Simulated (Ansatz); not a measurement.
What a change of settings does: AlCo (begun as NiAs type, now distorted NiAs)

First run: DFT, PBE, norm-conserving pseudopotentials, Ansatz's default files, scalar-relativistic (Ansatz 0.2.0).

Command: `ansatz run input.yaml --threads 1 --pin off --max-ram 3072MiB --backend cpu --events-out ev --progress --plain --runs-dir out` It took 6.6 s on 1 thread of Intel(R) Xeon(R) Platinum 8488C (Sapphire Rapids) (shared host), peak memory 0.43 GiB.

```yaml
crystal:
  lattice:
    - [2.1983355088, 0.0, 0.0]
    - [-1.0991677544, 1.9038143967, 0.0]
    - [0.0, 0.0, 6.4208574102]
  atoms:
    - { symbol: Co, position: [0.0, 0.0, 0.0] }
    - { symbol: Co, position: [0.0, 0.0, 0.5] }
    - { symbol: Al, position: [0.3333333333, 0.6666666667, 0.25] }
    - { symbol: Al, position: [0.6666666667, 0.3333333333, 0.75] }
kpoints:
  mp_grid: { grid: [10, 10, 6] }
scf:
  occupations: { method: fermi_dirac, width: 0.05 }
hamiltonian:
  xc: pbe
  pseudopotentials: { kind: nc }
output:
  forces: true
  stress: true
  eigenvalues: true
```

The cell comes from a relaxation on PAW files under the same functional, begun from a prototype that needn't be the stable phase.

This run: volume at 0.55 of the series' base cell.

It converges in 8 SCF iterations at a pressure of 336.4 GPa, cutoff 1306 eV.

A second input differs as follows:

```diff
   occupations: { method: fermi_dirac, width: 0.05 }
+  max_iter: 100
 hamiltonian:
   eigenvalues: true
+basis:
+  ecutwfc: "120 eV"
```

**Question.** What is wrong with it, and what does the program do?

**Answer.** The change was made to test a cutoff far too low. The run converges in 11 SCF iterations at a pressure of 37.6 GPa, cutoff 120 eV, free energy +434.45 eV/atom against the first run's. Compare each number with the sound run's before taking it for a property of the system. The log ends:
```
--- Stress (GPa, compression-positive) ---
       -9.465204       0.000000       0.000000
       -0.000000      -9.465204      -0.000000
        0.000000      -0.000000     131.634958
  P = ⅓ Tr σ = 37.5682 GPa (375.682 kbar)
--- Band table (eV; the first three rows and the last of 56) ---
  k-point 0: bands = ["-146.6408", "-140.2923", "-34.6723", "-24.4366", "-20.5921", "-20.5921", "-16.7993", "-16.7993", "17.1100", "20.3536", "29.3255", "30.1264", "35.4639", "38.2594", "38.2594", "38.7097", "38.7097", "39.7591", "40.3422", "40.3422", "44.0107", "44.0107", "50.0187", "50.3713"]
  k-point 1: bands = ["-146.6001", "-140.2432", "-34.6247", "-24.3891", "-20.5704", "-20.5704", "-16.7648", "-16.7648", "17.2036", "20.2490", "29.2455", "30.1466", "35.5770", "38.2630", "38.2630", "38.7207", "38.7207", "39.6926", "40.3237", "40.3237", "44.0797", "44.0797", "50.2743", "50.3151"]
  k-point 2: bands = ["-147.8328", "-140.0958", "-38.1817", "-24.2476", "-20.5053", "-20.5053", "-16.6611", "-16.6611", "17.2677", "19.9718", "28.7990", "30.1430", "35.9747", "37.7283", "38.2739", "38.2739", "38.7520", "38.7520", "40.2795", "40.2795", "44.2824", "44.2824", "49.3338", "50.9720"]
  k-point 55: bands = ["-151.6456", "-151.6456", "-39.2204", "-39.2204", "-33.3407", "-33.3407", "-25.0891", "-25.0891", "29.7690", "29.7690", "30.7975", "30.7975", "31.0758", "31.0758", "33.5501", "33.5501", "33.7966", "33.7966", "40.7916", "40.7916", "44.3155", "44.3155", "48.4974", "48.4974"]
```
